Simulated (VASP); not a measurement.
# TiN (Fm-3m) in VASP: optical spectrum with PBE

Aim: the optical spectrum of TiN with PBE.

Everything below comes from runs of VASP 6.6.1. Logs are shortened: lines on timing, memory, paths and dates and some standing lists are left out, and cuts for length are marked.

**1. Starting point**

It takes space group Fm-3m (No. 225, cubic). The conventional cell has a = 4.240 Å, b = 4.240 Å, c = 4.240 Å, α = 90.00°, β = 90.00°, γ = 90.00°. Around Ti (site symmetry m-3m) lie 6 N at 2.12 Å. N (site symmetry m-3m) is surrounded by 6 Ti at 2.12 Å.

The cell was built by a generator and isn't the measured one.

**2. Optical spectrum, PBE**

File INCAR:

```
SYSTEM = TiN
  PREC = Accurate
  ENCUT = 520
  EDIFF = 1E-6
  ISMEAR = -1
  SIGMA = 0.05
  LREAL = .False.
  LASPH = .True.
  NELM = 60
  ALGO = Normal
  ISIF = 2
  LWAVE = .False.
  LCHARG = .False.
  GGA = PE
  LOPTICS = .True.
  NBANDS = 40
  NEDOS = 2000
  CSHIFT = 0.05
```

File KPOINTS:

```
regular mesh
0
Gamma
  8 8 8
  0 0 0
```

File POSCAR:

```
TiN
1.0
    0.0000000000      2.1200000000      2.1200000000
    2.1200000000      0.0000000000      2.1200000000
    2.1200000000      2.1200000000      0.0000000000
Ti N
1 1
Direct
    0.0000000000      0.0000000000      0.0000000000
    0.5000000000      0.5000000000      0.5000000000
```

Potentials or basis: VASP PAW PBE potentials, release 64 (Ti_sv, N).

The run is started by

```console
$ cat potpaw_PBE.64/Ti_sv/POTCAR potpaw_PBE.64/N/POTCAR > POTCAR
$ mpirun -np 1 vasp_std > vasp.out
```

OUTCAR:

```text
SYSTEM = TiN
   PREC = Accurate
   ENCUT = 520
   EDIFF = 1E-6
   ISMEAR = -1
   LREAL = .False.
   LASPH = .True.
   NELM = 60
   ISIF = 2
   GGA = PE

 ion  position               nearest neighbor table
   1  0.000  0.000  0.000-   2 2.12   2 2.12   2 2.12   2 2.12   2 2.12   2 2.12
   2  0.500  0.500  0.500-   1 2.12   1 2.12   1 2.12   1 2.12   1 2.12   1 2.12

  LATTYP: Found a face centered cubic cell.
 ALAT       =     4.2400000000

  Lattice vectors:

 A1 = (   0.0000000000,   2.1200000000,   2.1200000000)
 A2 = (   2.1200000000,   0.0000000000,   2.1200000000)
 A3 = (   2.1200000000,   2.1200000000,   0.0000000000)

Analysis of symmetry for initial positions (statically):
=====================================================================
 Subroutine PRICEL returns:
 Original cell was already a primitive cell.

 Routine SETGRP: Setting up the symmetry group for a
 face centered cubic supercell.

 Subroutine GETGRP returns: Found 48 space group operations
 (whereof 48 operations were pure point group operations)
 out of a pool of 48 trial point group operations.

The static configuration has the point symmetry O_h .

Analysis of symmetry for dynamics (positions and initial velocities):
=====================================================================
 Subroutine PRICEL returns:
 Original cell was already a primitive cell.

 Routine SETGRP: Setting up the symmetry group for a
 face centered cubic supercell.

 Subroutine GETGRP returns: Found 48 space group operations
[... 721 lines left out ...]
  Total        0.2424501      0.2424501      0.2424501      0.0000000      0.0000000      0.0000000
  in kB       20.3842779     20.3842779     20.3842779      0.0000000      0.0000000      0.0000000
  external PRESSURE =      20.3842779 kB  Pullay stress =       0.0000000 kB

 VOLUME and BASIS-vectors are now :
 -----------------------------------------------------------------------------
  energy-cutoff  :      520.00
  volume of cell :       19.06
      direct lattice vectors                 reciprocal lattice vectors
     0.000000000  2.120000000  2.120000000    -0.235849057  0.235849057  0.235849057
     2.120000000  0.000000000  2.120000000     0.235849057 -0.235849057  0.235849057
     2.120000000  2.120000000  0.000000000     0.235849057  0.235849057 -0.235849057

 POSITION                                       TOTAL-FORCE (eV/Angst)
 -----------------------------------------------------------------------------------
      0.00000      0.00000      0.00000         0.000000      0.000000     -0.000000
      2.12000      2.12000      2.12000         0.000000     -0.000000      0.000000
 -----------------------------------------------------------------------------------
    total drift:                                0.000000     -0.000000     -0.000000

  FREE ENERGIE OF THE ION-ELECTRON SYSTEM (eV)
  ---------------------------------------------------
  free  energy   TOTEN  =       -19.6291960245 eV

  energy  without entropy=      -19.6176136124  energy(sigma->0) =      -19.62340482

 electrical conductivity sigma (Mega S m-1) (frequency dependency in vasprun.xml)
  --------------------------------------------------------------------------------------
         NaN         NaN         NaN
         NaN         NaN         NaN
         NaN         NaN         NaN

  frequency dependent IMAGINARY DIELECTRIC FUNCTION (independent particle, no local field effects) density-density
     E(ev)      X         Y         Z        XY        YZ        ZX
  --------------------------------------------------------------------------------------------------------------
     0.00000    -0.00245    -0.00245    -0.00245    -0.00000    -0.00000     0.00000
     1.51740     0.94679     0.94679     0.94679     0.00000     0.00000     0.00000
     3.03479     5.70931     5.70931     5.70931     0.00000     0.00000    -0.00000
     4.55219     4.84465     4.84465     4.84465    -0.00000    -0.00000     0.00000
     6.06959     9.72726     9.72726     9.72726     0.00000     0.00000    -0.00000
     7.58699     6.28456     6.28456     6.28456     0.00000    -0.00000    -0.00000
[... 92 lines left out ...]
   148.70493     0.00000     0.00000     0.00000     0.00000     0.00000    -0.00000
   150.22233     0.00000     0.00000     0.00000     0.00000     0.00000    -0.00000

  frequency dependent      REAL DIELECTRIC FUNCTION (independent particle, no local field effects) density-density
     E(ev)        X           Y           Z          XY          YZ          ZX
  --------------------------------------------------------------------------------------------------------------
     0.00000    56.30221    56.30221    56.30221    -0.00000    -0.00000     0.00000
     1.51740     5.70006     5.70006     5.70006     0.00000     0.00000    -0.00000
     3.03479     8.21910     8.21910     8.21910     0.00000     0.00000    -0.00000
     4.55219    12.80106    12.80106    12.80106     0.00000     0.00000    -0.00000
     6.06959     3.97662     3.97662     3.97662     0.00000     0.00000    -0.00000
     7.58699    -0.81062    -0.81062    -0.81062    -0.00000     0.00000    -0.00000
[... 92 lines left out ...]
   148.70493     0.95892     0.95892     0.95892     0.00000    -0.00000     0.00000
   150.22233     0.95981     0.95981     0.95981     0.00000    -0.00000     0.00000

  frequency dependent IMAGINARY DIELECTRIC FUNCTION (independent particle, no local field effects) current-current
     E(ev)      X         Y         Z        XY        YZ        ZX
  --------------------------------------------------------------------------------------------------------------
     0.00000    65.51350    65.51350    65.51350     0.00000     0.00000    -0.00000
     1.51740     1.05288     1.05288     1.05288     0.00000    -0.00000     0.00000
     3.03479     5.62234     5.62234     5.62234     0.00000     0.00000    -0.00000
     4.55219     4.90732     4.90732     4.90732     0.00000     0.00000     0.00000
     6.06959     9.68860     9.68860     9.68860    -0.00000    -0.00000     0.00000
     7.58699     6.25787     6.25787     6.25787     0.00000    -0.00000     0.00000
[... 92 lines left out ...]
   148.70493     0.00000     0.00000     0.00000     0.00000     0.00000     0.00000
   150.22233     0.00000     0.00000     0.00000     0.00000     0.00000     0.00000

  frequency dependent      REAL DIELECTRIC FUNCTION (independent particle, no local field effects) current-current
     E(ev)        X           Y           Z          XY          YZ          ZX
  --------------------------------------------------------------------------------------------------------------
     0.00000    33.76011    33.76011    33.76011     0.00000    -0.00000     0.00000
     1.51740     5.62080     5.62080     5.62080     0.00000     0.00000    -0.00000
     3.03479     7.99753     7.99753     7.99753     0.00000     0.00000    -0.00000
     4.55219    12.71459    12.71459    12.71459    -0.00000    -0.00000     0.00000
     6.06959     3.79191     3.79191     3.79191    -0.00000    -0.00000     0.00000
     7.58699    -0.89876    -0.89876    -0.89876     0.00000     0.00000    -0.00000
[... 92 lines left out ...]
   148.70493     0.95891     0.95891     0.95891     0.00000     0.00000    -0.00000
   150.22233     0.95980     0.95980     0.95980     0.00000     0.00000    -0.00000
```

stdout:

```text
POSCAR found type information on POSCAR TiN
 POSCAR found :  2 types and       2 ions
 scaLAPACK will be used
 LDA part: xc-table for (Slater+PW92), standard interpolation
 POSCAR, INCAR and KPOINTS ok, starting setup
 FFT: planning ... GRIDC
 FFT: planning ... GRID_SOFT
 FFT: planning ... GRID
 WAVECAR not read
 entering main loop
 optical routines
 imaginary and real dielectric function
 recalculating local potential from charge density
 direction            1
 direction            2
 direction            3
```

It took 29 s on 1 thread of Intel Xeon Platinum 8175M at 2.50GHz (Skylake/Cascade Lake), shared host; peak memory 0.16 GiB.

Results:

* Free energy: -19.6292 eV
* Pressure: 2.0 GPa
* Band gap on the k mesh: none (metal or under the smearing width)

Dielectric function (mean over the directions given):
```
energy (eV)  real part  imaginary part
       0.30      35.33           27.28
       0.91     -12.76            1.23
       1.59       6.23            1.73
       2.28       7.35            2.95
       2.96       9.12            5.20
       3.64       5.59            5.88
       4.32      12.07            7.40
       5.01       5.64           12.16
       5.69       4.52            5.76
       6.37       5.49            7.17
       7.06       0.59            8.15
       7.74      -0.27            6.03
       8.42      -0.57            5.26
       9.10      -1.20            3.66
       9.79      -4.21            4.45
      10.39      -2.38            2.27
      11.08      -0.82            0.57
      11.76      -0.32            0.94
      12.44       1.12            1.06
      13.13       0.10            1.14
      13.81       0.38            0.92
      14.49      -0.67            2.61
      15.17       0.15            0.87
      15.86       0.78            1.91
      16.54       1.01            0.98
      17.22       1.76            3.79
      17.91      -0.11            1.78
      18.59       0.23            1.34
      19.27       0.01            1.99
      19.95      -0.38            1.12
```

Caveat: spectra need much finer meshes, so this one isn't converged; independent-particle spectra lack excitons; the intraband (Drude) part of a metal's response may be missing.
